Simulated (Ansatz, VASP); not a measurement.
## TePb in VASP and in Ansatz

Contents of INCAR:

```
PREC = Accurate
ENCUT = 520
EDIFF = 1E-7
ISMEAR = 0
SIGMA = 0.05
LREAL = F
LASPH = T
NELM = 100
ALGO = Fast
ISIF = 2
LWAVE = F
LCHARG = F
GGA = PS
NBANDS = 17
```

Contents of KPOINTS:

```
regular mesh
0
Gamma
  8 8 8
```

The input POSCAR:

```
TePb
1.0
    4.0022870000      0.0000000000      0.0000000000
    0.0000000000      4.0022870000      0.0000000000
    0.0000000000      0.0000000000      4.0022870000
Te Pb
1 1
Direct
    0.5000000000      0.5000000000      0.5000000000
    0.0000000000      0.0000000000      0.0000000000
```

Input for Ansatz:

```yaml
crystal:
  lattice:
    - [4.002287, 0.0, 0.0]
    - [0.0, 4.002287, 0.0]
    - [0.0, 0.0, 4.002287]
  atoms:
    - { symbol: Te, position: [0.5, 0.5, 0.5] }
    - { symbol: Pb, position: [0.0, 0.0, 0.0] }
basis:
  ecutwfc: 420
  ecutrho_ratio: 4
kpoints:
  mp_grid: { grid: [8, 8, 8] }
hamiltonian:
  xc: pbesol
scf:
  occupations: { method: gaussian, width: 0.05 }
output:
  forces: true
  stress: true
  eigenvalues: true
```

Measurements of this composition are mostly on another form, of space group No. 225.

Alike in both runs: task single point; functional PBEsol; k mesh 8 × 8 × 8; occupations gaussian, width 0.05 eV; no spin polarisation.

|  | VASP | Ansatz |
| --- | --- | --- |
| version | VASP 6.6.1 | Ansatz 0.2.0 |
| potentials or method | VASP PAW PBE potentials, release 64 (Te, Pb_d) | scalar-relativistic, plane waves, PAW |
| plane-wave cutoff (eV) | 520 | 420 |
| valence electrons in the cell | 20 | 30 |

|  | VASP | Ansatz | Ansatz less VASP |
| --- | --- | --- | --- |
| gap on the k mesh at the Fermi level (eV) | none | none | - |
| pressure (GPa) | -2.6 | -2.6 | +0.03 |

A gap of «none» marks a metal or a gap that the smearing closes. The two sets of potentials don't hold the same shells in valence.

Caveats: the PAW data sets were made with another functional, which shifts forces and pressure a little (VASP). The runs have no spin-orbit coupling, so splittings on Pb, Te are missing.
